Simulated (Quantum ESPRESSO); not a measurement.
# Sn (Fd-3m) in Quantum ESPRESSO: notebook

One crystal, Sn, is run at these levels: vdW-DF, vdW-DF2, HLE16, PBE; tasks: band structure, projected density of states.

All numbers are computed with Quantum ESPRESSO 7.5; they aren't measurements. Logs are shortened: lines on timing, memory, paths and dates and some standing lists are left out, and cuts for length are marked.

### 1 Starting point

The structure is cubic, space group Fd-3m (No. 227). Conventional cell: a = 6.467 Å, b = 6.467 Å, c = 6.467 Å, α = 90.00°, β = 90.00°, γ = 90.00°. Around Sn (site symmetry -43m) lie 4 Sn at 2.80 Å.

This isn't the form of Sn at room conditions, which is tetragonal (white tin).

### 2 Band structure, vdW-DF

File pw.in:

```
&CONTROL
  calculation = 'scf'
  prefix = 'pwscf'
  outdir = './tmp'
  pseudo_dir = './pseudo'
  tprnfor = .true.
  tstress = .true.
  disk_io = 'low'
/
&SYSTEM
  ibrav = 0
  nat = 2
  ntyp = 1
  ecutwfc = 72
  nbnd = 21
  input_dft = 'vdw-df'
  occupations = 'smearing'
  smearing = 'fd'
  degauss = 0.00367493
/
&ELECTRONS
  conv_thr = 4d-10
  electron_maxstep = 120
  mixing_beta = 0.5
/
ATOMIC_SPECIES
Sn   118.7100 Sn.upf
CELL_PARAMETERS angstrom
   0.0000000000    3.2333428000    3.2333428000
   3.2333428000    0.0000000000    3.2333428000
   3.2333428000    3.2333428000    0.0000000000
ATOMIC_POSITIONS angstrom
Sn     4.8500142000    4.8500142000    4.8500142000
Sn     3.2333428000    3.2333428000    3.2333428000
K_POINTS automatic
7 7 7 0 0 0
```

File bands.in:

```
&CONTROL
  calculation = 'bands'
  prefix = 'pwscf'
  outdir = './tmp'
  pseudo_dir = './pseudo'
  disk_io = 'low'
  verbosity = 'high'
/
&SYSTEM
  ibrav = 0
  nat = 2
  ntyp = 1
  ecutwfc = 72
  nbnd = 21
  input_dft = 'vdw-df'
  occupations = 'smearing'
  smearing = 'fd'
  degauss = 0.00367493
/
&ELECTRONS
  conv_thr = 1d-08
  electron_maxstep = 120
  mixing_beta = 0.5
  diago_full_acc = .true.
/
ATOMIC_SPECIES
Sn   118.7100 Sn.upf
CELL_PARAMETERS angstrom
   0.0000000000    3.2333428000    3.2333428000
   3.2333428000    0.0000000000    3.2333428000
   3.2333428000    3.2333428000    0.0000000000
ATOMIC_POSITIONS angstrom
Sn     4.8500142000    4.8500142000    4.8500142000
Sn     3.2333428000    3.2333428000    3.2333428000
K_POINTS crystal
60
 0.0000000000  0.0000000000  0.0000000000 1
 0.0625000000  0.0000000000  0.0625000000 1
 0.1250000000  0.0000000000  0.1250000000 1
 0.1875000000  0.0000000000  0.1875000000 1
 0.2500000000  0.0000000000  0.2500000000 1
 0.3125000000  0.0000000000  0.3125000000 1
 0.3750000000  0.0000000000  0.3750000000 1
 0.4375000000  0.0000000000  0.4375000000 1
 0.5000000000  0.0000000000  0.5000000000 1
 0.5000000000  0.0625000000  0.5625000000 1
 0.5000000000  0.1250000000  0.6250000000 1
 0.5000000000  0.1875000000  0.6875000000 1
 0.5000000000  0.2500000000  0.7500000000 1
 0.4375000000  0.3125000000  0.7500000000 1
 0.3750000000  0.3750000000  0.7500000000 1
 0.3375000000  0.3375000000  0.6750000000 1
 0.3000000000  0.3000000000  0.6000000000 1
 0.2625000000  0.2625000000  0.5250000000 1
 0.2250000000  0.2250000000  0.4500000000 1
 0.1875000000  0.1875000000  0.3750000000 1
 0.1500000000  0.1500000000  0.3000000000 1
 0.1125000000  0.1125000000  0.2250000000 1
 0.0750000000  0.0750000000  0.1500000000 1
 0.0375000000  0.0375000000  0.0750000000 1
 0.0000000000  0.0000000000  0.0000000000 1
 0.0625000000  0.0625000000  0.0625000000 1
 0.1250000000  0.1250000000  0.1250000000 1
 0.1875000000  0.1875000000  0.1875000000 1
 0.2500000000  0.2500000000  0.2500000000 1
 0.3125000000  0.3125000000  0.3125000000 1
 0.3750000000  0.3750000000  0.3750000000 1
 0.4375000000  0.4375000000  0.4375000000 1
 0.5000000000  0.5000000000  0.5000000000 1
 0.5250000000  0.4500000000  0.5250000000 1
 0.5500000000  0.4000000000  0.5500000000 1
 0.5750000000  0.3500000000  0.5750000000 1
 0.6000000000  0.3000000000  0.6000000000 1
 0.6250000000  0.2500000000  0.6250000000 1
 0.5833333333  0.2500000000  0.6666666667 1
 0.5416666667  0.2500000000  0.7083333333 1
 0.5000000000  0.2500000000  0.7500000000 1
 0.5000000000  0.2857142857  0.7142857143 1
 0.5000000000  0.3214285714  0.6785714286 1
 0.5000000000  0.3571428571  0.6428571429 1
 0.5000000000  0.3928571429  0.6071428571 1
 0.5000000000  0.4285714286  0.5714285714 1
 0.5000000000  0.4642857143  0.5357142857 1
 0.5000000000  0.5000000000  0.5000000000 1
 0.4821428571  0.4821428571  0.5357142857 1
 0.4642857143  0.4642857143  0.5714285714 1
 0.4464285714  0.4464285714  0.6071428571 1
 0.4285714286  0.4285714286  0.6428571429 1
 0.4107142857  0.4107142857  0.6785714286 1
 0.3928571429  0.3928571429  0.7142857143 1
 0.3750000000  0.3750000000  0.7500000000 1
 0.6250000000  0.2500000000  0.6250000000 1
 0.5937500000  0.1875000000  0.5937500000 1
 0.5625000000  0.1250000000  0.5625000000 1
 0.5312500000  0.0625000000  0.5312500000 1
 0.5000000000  0.0000000000  0.5000000000 1
```

Potentials or basis: PseudoDojo 0.4.1 SR PBE standard.

Run with:

```sh
OMP_NUM_THREADS=1 pw.x -in pw.in > pw.out
OMP_NUM_THREADS=1 pw.x -in bands.in > bands.out
```

pw.out:

```text
This program is part of the open-source Quantum ESPRESSO suite
     for quantum simulation of materials; please cite
         "P. Giannozzi et al., J. Phys.:Condens. Matter 21 395502 (2009);
         "P. Giannozzi et al., J. Phys.:Condens. Matter 29 465901 (2017);
         "P. Giannozzi et al., J. Chem. Phys. 152 154105 (2020);
     in publications or presentations arising from this work. More details at

     IMPORTANT: XC functional enforced from input :
     Exchange-correlation= VDW-DF
                           (   1   4   4   0   1   0   0)
     Any further DFT definition will be discarded
     Please, verify this is what you really want

     Message from routine setup:
     using ibrav=0 with symmetry is DISCOURAGED, use correct ibrav instead

     G-vector sticks info
     --------------------
     sticks:   dense  smooth     PW     G-vecs:    dense   smooth      PW
     Sum        1483    1483    433                37509    37509    5817

     Using Slab Decomposition

     bravais-lattice index     =            0
     lattice parameter (alat)  =       8.6410  a.u.
     unit-cell volume          =     456.2279 (a.u.)^3
     number of atoms/cell      =            2
     number of atomic types    =            1
     number of electrons       =        28.00
     number of Kohn-Sham states=           21
     kinetic-energy cutoff     =      72.0000  Ry
     charge density cutoff     =     288.0000  Ry
     scf convergence threshold =      4.0E-10
     mixing beta               =       0.5000
     number of iterations used =            8  plain     mixing
     Exchange-correlation= VDW-DF
                           (   1   4   4   0   1   0   0)

     celldm(1)=   8.641032  celldm(2)=   0.000000  celldm(3)=   0.000000
     celldm(4)=   0.000000  celldm(5)=   0.000000  celldm(6)=   0.000000

     crystal axes: (cart. coord. in units of alat)
               a(1) = (   0.000000   0.707107   0.707107 )
               a(2) = (   0.707107   0.000000   0.707107 )
               a(3) = (   0.707107   0.707107   0.000000 )

     reciprocal axes: (cart. coord. in units 2 pi/alat)
               b(1) = ( -0.707107  0.707107  0.707107 )
               b(2) = (  0.707107 -0.707107  0.707107 )
               b(3) = (  0.707107  0.707107 -0.707107 )

     PseudoPot. # 1 for Sn read from file:
     Sn.upf
     Pseudo is Norm-conserving + core correction, Zval = 14.0
     Generated using ONCVPSP code by D. R. Hamann
     Using radial grid of 1628 points,  6 beta functions with:
                l(1) =   0
                l(2) =   0
                l(3) =   1
                l(4) =   1
                l(5) =   2
                l(6) =   2

     atomic species   valence    mass     pseudopotential
     Sn               14.00   118.71000     Sn( 1.00)

     48 Sym. Ops., with inversion, found (24 have fractional translation)

   Cartesian axes

     site n.     atom                  positions (alat units)
         1        Sn     tau(   1) = (   1.0606602   1.0606602   1.0606602  )
         2        Sn     tau(   2) = (   0.7071068   0.7071068   0.7071068  )

     number of k points=    20  Fermi-Dirac smearing, width (Ry)=  0.0037
                       cart. coord. in units 2pi/alat
        k(    1) = (   0.0000000   0.0000000   0.0000000), wk =   0.0058309
        k(    2) = (   0.1010153   0.1010153  -0.1010153), wk =   0.0466472
        k(    3) = (   0.2020305   0.2020305  -0.2020305), wk =   0.0466472
        k(    4) = (   0.3030458   0.3030458  -0.3030458), wk =   0.0466472
        k(    5) = (   0.2020305  -0.0000000   0.0000000), wk =   0.0349854
        k(    6) = (   0.3030458   0.1010153  -0.1010153), wk =   0.1399417
[... 12 lines left out ...]
        k(   19) = (  -0.1010153  -0.5050763   0.7071068), wk =   0.1399417
        k(   20) = (  -0.0000000  -0.4040610   0.6060915), wk =   0.1399417

     Dense  grid:    37509 G-vectors     FFT dimensions: (  48,  48,  48)

     Initial potential from superposition of free atoms

     starting charge      27.9969, renormalised to      28.0000

     %%%%%%%%%%%%%%%%%%%%%%%%%%%%%%%%%%%%%%%%%%%%%%%%%%%%%%%%%%%%%%%%%%%%%%%%
     %                                                                      %
     % You are using vdW-DF, which was implemented by the Thonhauser group. %
     % Please cite the following two papers that made this development      %
     % possible and the two reviews that describe the various versions:     %
     %                                                                      %
     %   T. Thonhauser et al., PRL 115, 136402 (2015).                      %
     %   T. Thonhauser et al., PRB 76, 125112 (2007).                       %
     %   K. Berland et al., Rep. Prog. Phys. 78, 066501 (2015).             %
     %   D.C. Langreth et al., J. Phys.: Condens. Matter 21, 084203 (2009). %
     %                                                                      %
     % If you are calculating stress with vdW-DF, please also cite:         %
     %                                                                      %
     %   R. Sabatini et al., J. Phys.: Condens. Matter 24, 424209 (2012).   %
     %                                                                      %
     %%%%%%%%%%%%%%%%%%%%%%%%%%%%%%%%%%%%%%%%%%%%%%%%%%%%%%%%%%%%%%%%%%%%%%%%

     %%%%%%%%%%%%%%%%%%%%%%%%%%%%%%%%%%%%%%%%%%%%%%%%%%%%%%%%%%%%%%%%%%%%%%%%
     %                                                                      %
     %  vdW-DF NEWS:                                                        %
     %                                                                      %
     %  * vdW-DF3 is now available. DOI: 10.1021/acs.jctc.0c00471           %
     %    use with input_dft = 'vdW-DF3-opt1' or 'vdW-DF3-opt2'             %
     %                                                                      %
     %  * Unscreened and range-separated hybrid vdW-DF-cx functionals       %
     %    DOI: 10.1063/1.4986522 and 10.1088/1361-648X/ac2ad2               %
     %    use with input_dft = 'vdW-DF-cx0'    and 'vdW-DF-ahcx'            %
     %  * Unscreened and range-separated hybrid vdW-DF2-b86r functionals    %
     %    DOI: 10.1063/1.4986522 and DOI: 10.1103/PhysRevX.12.041003        %
     %    use with input_dft = 'vdW-DF2-br0' and 'vdW-DF2-ahbr'             %
     %                                                                      %
     %%%%%%%%%%%%%%%%%%%%%%%%%%%%%%%%%%%%%%%%%%%%%%%%%%%%%%%%%%%%%%%%%%%%%%%%

     Starting wfcs are   18 randomized atomic wfcs +    3 random wfcs

     Self-consistent Calculation

     iteration #  1     ecut=    72.00 Ry     beta= 0.50
     Davidson diagonalization with overlap
     ethr =  1.00E-02,  avg # of iterations =  5.8

     Threshold (ethr) on eigenvalues was too large:
     Diagonalizing with lowered threshold

     Davidson diagonalization with overlap
     ethr =  9.57E-05,  avg # of iterations =  3.4

     total energy              =    -316.39926361 Ry
     estimated scf accuracy    <       0.02728368 Ry
[... 43 lines left out ...]
     iteration #  8     ecut=    72.00 Ry     beta= 0.50
     Davidson diagonalization with overlap
     ethr =  1.23E-11,  avg # of iterations =  2.0

     End of self-consistent calculation

          k = 0.0000 0.0000 0.0000 (  4693 PWs)   bands (ev):

   -13.6238 -13.6238 -13.6238 -13.5641 -13.5641 -13.2491 -13.2491 -13.2491
   -13.2408 -13.2408  -2.4326   7.5681   8.3457   8.3457   8.3457  10.4271
    10.4271  10.4271  13.5872  16.3188  16.3188

          k = 0.1010 0.1010-0.1010 (  4729 PWs)   bands (ev):
[... 13 lines left out ...]
   -13.6600 -13.6600 -13.5979 -13.5040 -13.5040 -13.3096 -13.3096 -13.2813
   -13.1928 -13.1928  -0.9630   2.1742   7.1679   7.1679   8.3035  11.5348
    11.5348  14.1963  15.9067  16.7126  16.7126

          k = 0.2020-0.0000 0.0000 (  4729 PWs)   bands (ev):

   -13.6350 -13.6350 -13.6326 -13.5477 -13.5239 -13.3136 -13.2564 -13.2331
   -13.2331 -13.2138  -2.1677   5.6737   7.4705   7.4705   9.8529  10.0255
    11.6322  11.6322  14.3582  14.7776  16.5545

          k = 0.3030 0.1010-0.1010 (  4715 PWs)   bands (ev):
[... 25 lines left out ...]
   -13.6547 -13.6477 -13.6080 -13.5326 -13.5135 -13.3107 -13.2922 -13.2499
   -13.2163 -13.1951  -1.9129   4.6081   6.6528   7.8941   9.5176  11.0283
    11.2642  12.4110  14.6327  15.4966  15.5861

          k = 0.4041-0.0000 0.0000 (  4700 PWs)   bands (ev):

   -13.6576 -13.6576 -13.6211 -13.5020 -13.4454 -13.4043 -13.3004 -13.2266
   -13.1996 -13.1996  -1.3842   3.5272   6.4277   6.4277   9.1799  10.3247
    13.6204  13.6204  14.5648  17.1506  17.2662

          k = 0.5051 0.1010-0.1010 (  4707 PWs)   bands (ev):
[... 7 lines left out ...]
   -13.6970 -13.6743 -13.5468 -13.4438 -13.4327 -13.4131 -13.3643 -13.3091
   -13.1740 -13.1518  -0.1078   1.5364   4.9972   6.3078   9.5559  12.1837
    13.2531  13.6431  15.5913  16.6080  18.2725

          k = 0.0000-0.4041 0.4041 (  4710 PWs)   bands (ev):

   -13.6932 -13.6745 -13.5454 -13.4783 -13.4472 -13.3672 -13.3571 -13.3149
   -13.1734 -13.1576  -0.5642   2.1060   4.9709   6.7664   9.7794  12.7639
    12.8856  13.0827  15.1336  15.1794  18.5089

          k = 0.6061-0.0000 0.0000 (  4712 PWs)   bands (ev):

   -13.6738 -13.6738 -13.5745 -13.4976 -13.4365 -13.3646 -13.3574 -13.2787
   -13.1746 -13.1746  -0.1192   1.5546   5.8573   5.8573   9.0175   9.4608
    15.5557  15.5557  16.6874  18.4648  18.4944

          k =-0.0000-0.6061 0.6061 (  4712 PWs)   bands (ev):

   -13.6884 -13.6764 -13.5383 -13.5050 -13.4061 -13.3969 -13.3481 -13.3163
   -13.1708 -13.1591   0.5499   0.8321   5.2987   5.9042   9.2578  10.1846
    15.0644  15.2655  16.4021  17.4975  18.6874

          k = 0.4041 0.2020 0.0000 (  4708 PWs)   bands (ev):

   -13.6718 -13.6701 -13.5838 -13.5002 -13.4559 -13.3839 -13.3069 -13.2764
   -13.1833 -13.1802  -1.1674   3.0359   5.7185   6.7079  10.4751  10.5341
    12.2253  13.4018  15.3926  16.7930  17.4274

          k =-0.2020-0.4041 0.6061 (  4694 PWs)   bands (ev):
[... 13 lines left out ...]
   -13.6982 -13.6853 -13.5153 -13.4464 -13.4282 -13.3952 -13.3896 -13.3355
   -13.1623 -13.1497   0.2774   1.1785   4.9374   5.7393  10.5306  12.2224
    12.8970  12.9267  16.1127  17.1370  18.9474

     the Fermi energy is     8.2406 ev

!    total energy              =    -316.40010784 Ry
     estimated scf accuracy    <          5.7E-11 Ry
     smearing contrib. (-TS)   =      -0.00013145 Ry
     internal energy E=F+TS    =    -316.39997639 Ry

     The total energy is F=E-TS. E is the sum of the following terms:
     one-electron contribution =    -141.45505956 Ry
     hartree contribution      =      87.25043756 Ry
     xc contribution           =     -89.39837478 Ry
     ewald contribution        =    -172.79697961 Ry

     convergence has been achieved in   8 iterations

     Forces acting on atoms (cartesian axes, Ry/au):

     atom    1 type  1   force =     0.00000000    0.00000000    0.00000000
     atom    2 type  1   force =     0.00000000    0.00000000    0.00000000

     Total force =     0.000000     Total SCF correction =     0.000000

     Computing stress (Cartesian axis) and pressure

          total   stress  (Ry/bohr**3)                   (kbar)     P=       58.92
   0.00040051  -0.00000000  -0.00000000           58.92       -0.00       -0.00
  -0.00000000   0.00040051  -0.00000000           -0.00       58.92       -0.00
  -0.00000000  -0.00000000   0.00040051           -0.00       -0.00       58.92

=------------------------------------------------------------------------------=
   JOB DONE.
=------------------------------------------------------------------------------=
```

Wall time 5.5 min (1 thread of AMD EPYC 7B13 (Zen 3), shared host); peak memory 0.16 GiB.

What came out:

```yaml
Free_energy: -4304.8428 eV
Pressure: 5.9 GPa
Band_gap_on_the_k_mesh: none (metal or under the smearing width)
```

Levels at the corners of the path, in eV from the Fermi level:
```
point  band 12  band 13  band 14  band 15  band 16  band 17
    Γ    -0.67     0.11     0.11     0.11     2.19     2.19
    X    -7.57    -2.46    -2.46     0.92     0.92     7.77
    W    -7.51    -3.02    -3.02     3.47     3.47     4.18
    K    -7.08    -3.35    -2.10     1.19     3.45     5.85
    Γ    -0.67     0.11     0.11     0.11     2.19     2.19
    L    -6.32    -1.11    -1.11     0.03     3.29     3.29
    U    -7.08    -3.35    -2.10     1.19     3.45     5.85
    W    -7.51    -3.02    -3.02     3.47     3.47     4.18
    L    -6.32    -1.11    -1.11     0.03     3.29     3.29
    K    -7.08    -3.35    -2.10     1.19     3.45     5.85
    U    -7.08    -3.35    -2.10     1.19     3.45     5.85
    X    -7.57    -2.46    -2.46     0.92     0.92     7.77
```

Caveat: the potentials were made for another functional, which shifts forces and pressure; spin-orbit coupling is left out, which moves the levels of the heavy elements.

(Continued in part 2 of 3.)
